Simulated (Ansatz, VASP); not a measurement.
**One calculation of Mg, two programs**

Contents of INCAR:

```
ALGO     = Normal         # electronic algorithm
EDIFF    = 1E-6           # SCF threshold, eV
ENCUT    = 520            # plane-wave cutoff, eV
GGA      = PE             # functional
ISIF     = 2              # what is computed and relaxed
ISMEAR   = 1              # smearing method
LASPH    = True           # aspherical terms in the spheres
LCHARG   = False          # write CHGCAR
LREAL    = False          # projectors in reciprocal space
LWAVE    = False          # write WAVECAR
NBANDS   = 7              # bands
NELM     = 100            # most SCF steps
PREC     = Accurate       # precision mode
SIGMA    = 0.05           # smearing width, eV
```

KPOINTS

```
k-points
0
Gamma
  9 9 9
```

POSCAR

```
Mg
1.0
    0.0000000000      2.3167008428      2.3167008428
    2.3167008428      0.0000000000      2.3167008428
    2.3167008428      2.3167008428      0.0000000000
Mg
1
Direct
    0.0000000000      0.0000000000      0.0000000000
```

Input for Ansatz:

```yaml
crystal:
  lattice:
    - [0.0, 2.316700842793645, 2.316700842793645]
    - [2.316700842793645, 0.0, 2.316700842793645]
    - [2.316700842793645, 2.316700842793645, 0.0]
  atoms:
    - { symbol: Mg, position: [0.0, 0.0, 0.0] }
basis:
  ecutwfc: 500.0
kpoints:
  mp_grid:
    grid: [9, 9, 9]
hamiltonian:
  pseudopotentials:
    kind: paw
scf:
  occupations:
    method: cold
    width: 0.05
output:
  stress: true
```

This isn't the form of Mg at room conditions, which is hcp.

Alike in both runs: task single point; functional PBE; k mesh 9 × 9 × 9; no spin polarisation.

|  | VASP | Ansatz |
| --- | --- | --- |
| version | VASP 6.6.1 | Ansatz 0.2.0 |
| potentials or method | VASP PAW PBE potentials, release 64 (Mg) | plane waves, PAW |
| plane-wave cutoff (eV) | 520 | 500 |
| occupations | methfessel-paxton of order 1, width 0.05 eV | cold, width 0.05 eV |
| valence electrons in the cell | 2 | 10 |

|  | VASP | Ansatz | Ansatz less VASP |
| --- | --- | --- | --- |
| pressure (GPa) | -2.3 | -2.2 | +0.12 |

The two sets of potentials don't hold the same shells in valence.
